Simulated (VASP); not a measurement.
# How smearing and SCF threshold change a VASP run on AlCo, part 2 of 3

How sensitive are energy, pressure and forces of AlCo to the smearing and SCF threshold? The atoms are off their equilibrium sites, so that forces can be compared too. The series runs use PBE. The atoms of the start are displaced at random from the sites of a Pm-3m cell.

VASP 6.6.1; PBE, spin-polarised from a ferromagnetic start (one magnetic atom a cell); plane waves and PAW (Al, Co).

Still holding for the runs below: The k-mesh is coarse for a metal.

So far. Step 5 (Smearing: ISMEAR = -1, SIGMA = 0.2): Against the run before the energy at zero width moves by +5.48 meV an atom and the pressure by +0.77 GPa, after 14 cycles in 28 s. The entropy term T·S comes to 63.98 meV an atom in size.

## (6) Smearing: ISMEAR = -1, SIGMA = 0.5

File INCAR:

```
SYSTEM = AlCo
PREC = Accurate
ENCUT = 400
EDIFF = 1E-06
NELM = 100
ISMEAR = -1
SIGMA = 0.5
LREAL = .FALSE.
ALGO = Normal
GGA = PE
NBANDS = 15
ISPIN = 2
MAGMOM = 0 2
LASPH = .TRUE.
LMAXMIX = 4
LORBIT = 11
LWAVE = .FALSE.
LCHARG = .FALSE.
KPAR = 2
ISIF = 2
```

File POSCAR:

```
AlCo
1.0
    2.8194032100      0.0000000000      0.0000000000
    0.0000000000      2.8194032100      0.0000000000
    0.0000000000      0.0000000000      2.8194032100
Al Co
1 1
Direct
    0.0188250000     -0.0064950000     -0.0012330000
    0.4910550000      0.4935820000      0.4978660000
```

File KPOINTS:

```
Automatic mesh
0
Gamma
7 7 7
0 0 0
```

Potentials, in the order of the species: Al and Co (PBE family, release 64).

Launch:

```bash
$ mpirun -np 2 vasp_std
```

What it wrote:

```text
[... set-up lines as in an earlier step ...]
 entering main loop
       N       E                     dE             d eps       ncg     rms          rms(c)
DAV:   1     0.292202799071E+02    0.29220E+02   -0.40519E+03 10734   0.654E+02
DAV:   2    -0.125126809881E+02   -0.41733E+02   -0.37289E+02 11671   0.142E+02
DAV:   3    -0.137845271671E+02   -0.12718E+01   -0.12633E+01 12658   0.274E+01
DAV:   4    -0.138031196005E+02   -0.18592E-01   -0.18588E-01 13074   0.305E+00
[...]
DAV:  12    -0.124400107488E+02   -0.98152E-05   -0.10167E-04 14790   0.857E-02    0.286E-02
DAV:  13    -0.124400062563E+02    0.44925E-05   -0.23884E-06 11902   0.141E-02    0.757E-03
DAV:  14    -0.124400060661E+02    0.19018E-06   -0.54060E-07  7785   0.729E-03
   1 F= -.12440006E+02 E0= -.11883517E+02  d E =-.111298E+01  mag=     0.0002
```

It took 33 s on 2 MPI ranks of AMD EPYC 7R43, shared host; peak memory 0.27 GiB; 60 s of CPU time.

From OUTCAR (step 6):

```text
  Total        1.8118713      1.8864498      1.8864550     -0.0003628      0.0000009      0.0053029
  in kB      129.5288016    134.8603420    134.8607182     -0.0259388      0.0000651      0.3790970
  external PRESSURE =     133.0832873 kB  Pullay stress =       0.0000000 kB

 POSITION                                       TOTAL-FORCE (eV/Angst)
 -----------------------------------------------------------------------------------
      0.05308      2.80109      2.81593        -0.664632      0.001794     -0.022036
      1.38448      1.39161      1.40368         0.664632     -0.001794      0.022036
 -----------------------------------------------------------------------------------
    total drift:                                0.000188      0.000190      0.000126

  FREE ENERGIE OF THE ION-ELECTRON SYSTEM (eV)
  ---------------------------------------------------
  free  energy   TOTEN  =       -12.4400060661 eV

  energy  without entropy=      -11.3270282976  energy(sigma->0) =      -11.88351718

[... 3 parts as in an earlier step ...]

[... 1 further part left out ...]
[key lines of the parts left out:]
E-fermi :  11.0430
```

Against the run before the energy at zero width moves by +28.60 meV an atom and the pressure by +5.72 GPa, after 14 cycles in 33 s. The entropy term T·S comes to 556.49 meV an atom in size.

## (7) Smearing: ISMEAR = 1, SIGMA = 0.01

INCAR, as its differences from that of step 6:

```diff
@@ -5,4 +5,4 @@
 NELM = 100
-ISMEAR = -1
-SIGMA = 0.5
+ISMEAR = 1
+SIGMA = 0.01
 LREAL = .FALSE.
```

POSCAR is that of step 6.

KPOINTS is that of step 6.

Launch:

```bash
$ mpirun -np 2 vasp_std
```

What it wrote:

```text
[... set-up lines as in an earlier step ...]
 entering main loop
       N       E                     dE             d eps       ncg     rms          rms(c)
DAV:   1     0.296764268004E+02    0.29676E+02   -0.40519E+03 10734   0.654E+02
DAV:   2    -0.118745345350E+02   -0.41551E+02   -0.37211E+02 11671   0.141E+02
DAV:   3    -0.131505031554E+02   -0.12760E+01   -0.12644E+01 12658   0.275E+01
DAV:   4    -0.131691580414E+02   -0.18655E-01   -0.18651E-01 13074   0.306E+00
[...]
DAV:  12    -0.119534531052E+02    0.12820E-04   -0.24406E-05 14497   0.404E-02    0.562E-02
DAV:  13    -0.119534560831E+02   -0.29779E-05   -0.97977E-06 12425   0.281E-02    0.136E-02
DAV:  14    -0.119534561862E+02   -0.10303E-06   -0.11496E-06  7403   0.995E-03
   1 F= -.11953456E+02 E0= -.11953443E+02  d E =-.403008E-04  mag=     0.0235
```

The job ended after 28 s (2 MPI ranks; peak memory 0.27 GiB).

OUTCAR, selected parts (step 7):

```text
  Total        0.8864671      0.9491849      0.9491965     -0.0003563      0.0000011      0.0052620
  in kB       63.3726193     67.8562445     67.8570753     -0.0254733      0.0000763      0.3761756
  external PRESSURE =      66.3619797 kB  Pullay stress =       0.0000000 kB

 POSITION                                       TOTAL-FORCE (eV/Angst)
 -----------------------------------------------------------------------------------
      0.05308      2.80109      2.81593        -0.643131      0.001737     -0.021325
      1.38448      1.39161      1.40368         0.643131     -0.001737      0.021325
 -----------------------------------------------------------------------------------
    total drift:                                0.000244      0.000176      0.000125

  FREE ENERGIE OF THE ION-ELECTRON SYSTEM (eV)
  ---------------------------------------------------
  free  energy   TOTEN  =       -11.9534561862 eV

  energy  without entropy=      -11.9534158854  energy(sigma->0) =      -11.95344275

 magnetization (x)
# of ion       s       p       d       tot
------------------------------------------
    1       -0.000  -0.000   0.000  -0.001
    2       -0.000  -0.001   0.029   0.028
--------------------------------------------------
tot         -0.001  -0.001   0.029   0.027

[... 2 parts as in an earlier step ...]

[... 1 further part left out ...]
[key lines of the parts left out:]
E-fermi :  10.9479
```

Against the first of the series the energy at zero width moves by +0.03 meV an atom and the pressure by -0.01 GPa, after 14 cycles in 28 s. The entropy term T·S comes to 0.02 meV an atom in size.

## (8) Smearing: ISMEAR = 1, SIGMA = 0.05

INCAR, as its differences from that of step 7:

```diff
@@ -6,3 +6,3 @@
 ISMEAR = 1
-SIGMA = 0.01
+SIGMA = 0.05
 LREAL = .FALSE.
```

POSCAR is that of step 7.

KPOINTS is that of step 7.

Launch:

```bash
$ mpirun -np 2 vasp_std
```

What it wrote:

```text
[... set-up lines as in an earlier step ...]
 entering main loop
       N       E                     dE             d eps       ncg     rms          rms(c)
DAV:   1     0.296764434727E+02    0.29676E+02   -0.40519E+03 10734   0.654E+02
DAV:   2    -0.118746438792E+02   -0.41551E+02   -0.37211E+02 11671   0.141E+02
DAV:   3    -0.131504063791E+02   -0.12758E+01   -0.12641E+01 12658   0.275E+01
DAV:   4    -0.131690613610E+02   -0.18655E-01   -0.18650E-01 13074   0.306E+00
[...]
DAV:  11    -0.119535898381E+02    0.78013E-04   -0.12752E-04 13841   0.917E-02    0.109E-01
DAV:  12    -0.119535791401E+02    0.10698E-04   -0.13642E-05 14157   0.298E-02    0.515E-02
DAV:  13    -0.119535787192E+02    0.42095E-06   -0.35478E-06 11285   0.165E-02
   1 F= -.11953579E+02 E0= -.11953514E+02  d E =-.192962E-03  mag=     0.0222
```

Wall time 26 s (2 MPI ranks); peak memory 0.27 GiB.

From OUTCAR (step 8):

```text
  Total        0.8968096      0.9510869      0.9511054     -0.0003576      0.0000012      0.0052747
  in kB       64.1119891     67.9922196     67.9935387     -0.0255637      0.0000842      0.3770832
  external PRESSURE =      66.6992491 kB  Pullay stress =       0.0000000 kB

 POSITION                                       TOTAL-FORCE (eV/Angst)
 -----------------------------------------------------------------------------------
      0.05308      2.80109      2.81593        -0.643128      0.001737     -0.021322
      1.38448      1.39161      1.40368         0.643128     -0.001737      0.021322
 -----------------------------------------------------------------------------------
    total drift:                                0.000254      0.000176      0.000126

  FREE ENERGIE OF THE ION-ELECTRON SYSTEM (eV)
  ---------------------------------------------------
  free  energy   TOTEN  =       -11.9535787192 eV

  energy  without entropy=      -11.9533857570  energy(sigma->0) =      -11.95351440

[... 3 parts as in an earlier step ...]

[... 1 further part left out ...]
[key lines of the parts left out:]
E-fermi :  10.9407
```

Against the run before the energy at zero width moves by -0.04 meV an atom and the pressure by +0.03 GPa, after 13 cycles in 26 s. The entropy term T·S comes to 0.10 meV an atom in size.

## (9) Smearing: ISMEAR = 1, SIGMA = 0.1

INCAR, as its differences from that of step 8:

```diff
@@ -6,3 +6,3 @@
 ISMEAR = 1
-SIGMA = 0.05
+SIGMA = 0.1
 LREAL = .FALSE.
```

POSCAR is that of step 8.

KPOINTS is that of step 8.

Launch:

```bash
$ mpirun -np 2 vasp_std
```

What it wrote:

```text
[... set-up lines as in an earlier step ...]
 entering main loop
       N       E                     dE             d eps       ncg     rms          rms(c)
DAV:   1     0.296764393603E+02    0.29676E+02   -0.40519E+03 10734   0.654E+02
DAV:   2    -0.118753147467E+02   -0.41552E+02   -0.37208E+02 11671   0.141E+02
DAV:   3    -0.131510056121E+02   -0.12757E+01   -0.12648E+01 12658   0.275E+01
DAV:   4    -0.131696515929E+02   -0.18646E-01   -0.18640E-01 13074   0.306E+00
[...]
DAV:  11    -0.119539580591E+02    0.72105E-04   -0.98809E-05 13673   0.833E-02    0.110E-01
DAV:  12    -0.119539473431E+02    0.10716E-04   -0.90141E-06 13308   0.264E-02    0.549E-02
DAV:  13    -0.119539472998E+02    0.43223E-07   -0.28694E-06 11045   0.167E-02
   1 F= -.11953947E+02 E0= -.11953808E+02  d E =-.416943E-03  mag=     0.0009
```

It took 27 s on 2 MPI ranks; peak memory 0.28 GiB.

Parts of OUTCAR (step 9):

```text
  Total        0.8951488      0.9486410      0.9486599     -0.0003576      0.0000014      0.0052742
  in kB       63.9932608     67.8173651     67.8187127     -0.0255622      0.0000982      0.3770489
  external PRESSURE =      66.5431129 kB  Pullay stress =       0.0000000 kB

 POSITION                                       TOTAL-FORCE (eV/Angst)
 -----------------------------------------------------------------------------------
      0.05308      2.80109      2.81593        -0.643123      0.001737     -0.021322
      1.38448      1.39161      1.40368         0.643123     -0.001737      0.021322
 -----------------------------------------------------------------------------------
    total drift:                                0.000315      0.000177      0.000129

  FREE ENERGIE OF THE ION-ELECTRON SYSTEM (eV)
  ---------------------------------------------------
  free  energy   TOTEN  =       -11.9539472998 eV

  energy  without entropy=      -11.9535303571  energy(sigma->0) =      -11.95380832

 magnetization (x)
# of ion       s       p       d       tot
------------------------------------------
    1       -0.000  -0.000   0.000  -0.000
    2       -0.000  -0.000   0.002   0.001
--------------------------------------------------
tot         -0.000  -0.000   0.002   0.001

[... 2 parts as in an earlier step ...]

[... 1 further part left out ...]
[key lines of the parts left out:]
E-fermi :  10.9482
```

Against the run before the energy at zero width moves by -0.15 meV an atom and the pressure by -0.02 GPa, after 13 cycles in 27 s. The entropy term T·S comes to 0.21 meV an atom in size.

## (10) Smearing: ISMEAR = 1, SIGMA = 0.2

INCAR, as its differences from that of step 9:

```diff
@@ -6,3 +6,3 @@
 ISMEAR = 1
-SIGMA = 0.1
+SIGMA = 0.2
 LREAL = .FALSE.
```

POSCAR is that of step 9.

KPOINTS is that of step 9.

Launch:

```bash
$ mpirun -np 2 vasp_std
```

What it wrote:

```text
[... set-up lines as in an earlier step ...]
 entering main loop
       N       E                     dE             d eps       ncg     rms          rms(c)
DAV:   1     0.296765450310E+02    0.29677E+02   -0.40519E+03 10734   0.654E+02
DAV:   2    -0.118763915787E+02   -0.41553E+02   -0.37210E+02 11671   0.141E+02
DAV:   3    -0.131526889889E+02   -0.12763E+01   -0.12659E+01 12658   0.275E+01
DAV:   4    -0.131713335256E+02   -0.18645E-01   -0.18639E-01 13074   0.306E+00
[...]
DAV:  11    -0.119525398707E+02    0.72382E-04   -0.14021E-04 13701   0.914E-02    0.109E-01
DAV:  12    -0.119525305862E+02    0.92846E-05   -0.26784E-05 15282   0.449E-02    0.557E-02
DAV:  13    -0.119525300279E+02    0.55825E-06   -0.36435E-06 11231   0.183E-02
   1 F= -.11952530E+02 E0= -.11954493E+02  d E =0.589014E-02  mag=     0.0006
```

The job ended after 34 s (2 MPI ranks; peak memory 0.27 GiB).

Parts of OUTCAR (step 10):

```text
  Total        0.8897525      0.9405174      0.9405394     -0.0003578      0.0000019      0.0052739
  in kB       63.6074854     67.2366167     67.2381881     -0.0255792      0.0001366      0.3770289
  external PRESSURE =      66.0274301 kB  Pullay stress =       0.0000000 kB

 POSITION                                       TOTAL-FORCE (eV/Angst)
 -----------------------------------------------------------------------------------
      0.05308      2.80109      2.81593        -0.643162      0.001737     -0.021320
      1.38448      1.39161      1.40368         0.643162     -0.001737      0.021320
 -----------------------------------------------------------------------------------
    total drift:                                0.000317      0.000175      0.000128

  FREE ENERGIE OF THE ION-ELECTRON SYSTEM (eV)
  ---------------------------------------------------
  free  energy   TOTEN  =       -11.9525300279 eV

  energy  without entropy=      -11.9584201707  energy(sigma->0) =      -11.95449341

[... 3 parts as in an earlier step ...]

[... 1 further part left out ...]
[key lines of the parts left out:]
E-fermi :  10.9864
```

Against the run before the energy at zero width moves by -0.34 meV an atom and the pressure by -0.05 GPa, after 13 cycles in 34 s. The entropy term T·S comes to 2.95 meV an atom in size.

## (11) Smearing: ISMEAR = 1, SIGMA = 0.5

INCAR, as its differences from that of step 10:

```diff
@@ -6,3 +6,3 @@
 ISMEAR = 1
-SIGMA = 0.2
+SIGMA = 0.5
 LREAL = .FALSE.
```

POSCAR is that of step 10.

KPOINTS is that of step 10.

Launch:

```bash
$ mpirun -np 2 vasp_std
```

What it wrote:

```text
[... set-up lines as in an earlier step ...]
 entering main loop
       N       E                     dE             d eps       ncg     rms          rms(c)
DAV:   1     0.296743034961E+02    0.29674E+02   -0.40519E+03 10734   0.654E+02
DAV:   2    -0.118860752027E+02   -0.41560E+02   -0.37200E+02 11671   0.141E+02
DAV:   3    -0.131635510042E+02   -0.12775E+01   -0.12674E+01 12658   0.275E+01
DAV:   4    -0.131822127871E+02   -0.18662E-01   -0.18657E-01 13074   0.306E+00
[...]
DAV:  12    -0.119419539954E+02   -0.58574E-06   -0.11163E-04 13159   0.834E-02    0.311E-02
DAV:  13    -0.119419562660E+02   -0.22706E-05   -0.92332E-06 13327   0.241E-02    0.785E-03
DAV:  14    -0.119419559951E+02    0.27083E-06   -0.63728E-07  7834   0.746E-03
   1 F= -.11941956E+02 E0= -.11950795E+02  d E =0.265159E-01  mag=     0.0002
```

Elapsed: 33 s, on 2 MPI ranks; peak memory 0.28 GiB.

Parts of OUTCAR (step 11):

```text
  Total        0.8688059      0.9288834      0.9289004     -0.0003611      0.0000007      0.0053191
  in kB       62.1100324     66.4049145     66.4061266     -0.0258158      0.0000529      0.3802557
  external PRESSURE =      64.9736912 kB  Pullay stress =       0.0000000 kB

 POSITION                                       TOTAL-FORCE (eV/Angst)
 -----------------------------------------------------------------------------------
      0.05308      2.80109      2.81593        -0.642850      0.001737     -0.021317
      1.38448      1.39161      1.40368         0.642850     -0.001737      0.021317
 -----------------------------------------------------------------------------------
    total drift:                                0.000177      0.000176      0.000122

  FREE ENERGIE OF THE ION-ELECTRON SYSTEM (eV)
  ---------------------------------------------------
  free  energy   TOTEN  =       -11.9419559951 eV

  energy  without entropy=      -11.9684718457  energy(sigma->0) =      -11.95079461

[... 3 parts as in an earlier step ...]

[... 1 further part left out ...]
[key lines of the parts left out:]
E-fermi :  10.9075
```

Against the run before the energy at zero width moves by +1.85 meV an atom and the pressure by -0.11 GPa, after 14 cycles in 33 s. The entropy term T·S comes to 13.26 meV an atom in size.

## (12) Smearing: ISMEAR = -5

INCAR, as its differences from that of step 11:

```diff
@@ -5,4 +5,4 @@
 NELM = 100
-ISMEAR = 1
-SIGMA = 0.5
+ISMEAR = -5
+SIGMA = 0.05
 LREAL = .FALSE.
```

POSCAR is that of step 11.

KPOINTS is that of step 11.

Launch:

```bash
$ mpirun -np 2 vasp_std
```

What it wrote:

```text
[... set-up lines as in an earlier step ...]
 entering main loop
       N       E                     dE             d eps       ncg     rms          rms(c)
DAV:   1     0.296740947014E+02    0.29674E+02   -0.40519E+03 10734   0.654E+02
DAV:   2    -0.118829942418E+02   -0.41557E+02   -0.37529E+02 11671   0.141E+02
DAV:   3    -0.131602785583E+02   -0.12773E+01   -0.12679E+01 12658   0.275E+01
DAV:   4    -0.131789278454E+02   -0.18649E-01   -0.18654E-01 13074   0.306E+00
[...]
DAV:  13    -0.119532422553E+02   -0.31840E-05   -0.25278E-06 13001   0.147E-02    0.807E-03
DAV:  14    -0.119532367396E+02    0.55156E-05   -0.10955E-06  7624   0.916E-03    0.427E-03
DAV:  15    -0.119532358683E+02    0.87135E-06   -0.10649E-06  6924   0.814E-03
   1 F= -.11953236E+02 E0= -.11953236E+02  d E =0.000000E+00  mag=     0.0000
 -----------------------------------------------------------------------------
|                                                                             |
|           W    W    AA    RRRRR   N    N  II  N    N   GGGG   !!!           |
|           W    W   A  A   R    R  NN   N  II  NN   N  G    G  !!!           |
|           W    W  A    A  R    R  N N  N  II  N N  N  G       !!!           |
|           W WW W  AAAAAA  RRRRR   N  N N  II  N  N N  G  GGG   !            |
|           WW  WW  A    A  R   R   N   NN  II  N   NN  G    G                |
|           W    W  A    A  R    R  N    N  II  N    N   GGGG   !!!           |
|                                                                             |
|     Tetrahedron method does not include variations of the Fermi             |
|     occupations, so forces and stress will be inaccurate. We suggest        |
|     using a different smearing scheme ISMEAR = 1 or 2 for metals in         |
|     relaxations.                                                            |
|                                                                             |
 -----------------------------------------------------------------------------
```

Wall time 30 s (2 MPI ranks); peak memory 0.29 GiB.

From OUTCAR (step 12):

```text
  Total        0.8824166      0.9369478      0.9369821     -0.0005581     -0.0000436      0.0055096
  in kB       63.0830519     66.9814295     66.9838846     -0.0398984     -0.0031171      0.3938733
  external PRESSURE =      65.6827886 kB  Pullay stress =       0.0000000 kB

 POSITION                                       TOTAL-FORCE (eV/Angst)
 -----------------------------------------------------------------------------------
      0.05308      2.80109      2.81593        -0.643136      0.001656     -0.021238
      1.38448      1.39161      1.40368         0.643136     -0.001656      0.021238
 -----------------------------------------------------------------------------------
    total drift:                                0.000069      0.000173      0.000121

  FREE ENERGIE OF THE ION-ELECTRON SYSTEM (eV)
  ---------------------------------------------------
  free  energy   TOTEN  =       -11.9532358683 eV

  energy  without entropy=      -11.9532358683  energy(sigma->0) =      -11.95323587

[... 3 parts as in an earlier step ...]

[... 1 further part left out ...]
[key lines of the parts left out:]
E-fermi :  11.0740
```

With tetrahedra the forces and stress of a metal are not exact derivatives of the energy.

Against the first of the series the energy at zero width moves by +0.14 meV an atom and the pressure by -0.08 GPa, after 15 cycles in 30 s.

(Continued in part 3 of 3.)

[Lines on the potential files, build, host, timing and source positions are cut from VASP's logs without a mark.]

[Logs are printed without paths, hosts, clocks, repeated set-up lines and the standing remarks that a program may print on its own settings, such as how far it seeks lower states.]

[Hosts, paths, dates, database ids (printed as entryN), source tags and the programs' standing remarks are cut or masked in the printed files.]

[A measured line is paired with the nearest computed mode of its activity, which favours agreement.]
